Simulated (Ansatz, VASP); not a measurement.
# Na: VASP beside Ansatz

```
Na
1.0
     3.76700    0.00000    0.00000
    -1.88350    3.26232    0.00000
     0.00000    0.00000    6.15400
Na
2
Direct
  0.33333 0.66667 0.25000
  0.66667 0.33333 0.75000
```

Alike in both runs: task single point; functional LDA; k mesh 13 × 13 × 7; occupations fermi-dirac, width 0.05 eV; no spin polarisation.

|  | VASP | Ansatz |
| --- | --- | --- |
| version | VASP 6.6.1 | Ansatz 0.2.0 |
| potentials or method | VASP PAW LDA potentials, release 64 (Na_pv), cutoff 520 eV | all-electron LAPW, scalar-relativistic |

|  | VASP | Ansatz | Ansatz less VASP |
| --- | --- | --- | --- |
| pressure (GPa) | -0.9 | -0.9 | +0.02 |
| largest component of the traceless stress (GPa) | 0.08 | 0.08 | -0.001 |

Ansatz ran all-electron here, so the differences hold the error of VASP's frozen core and of both bases.
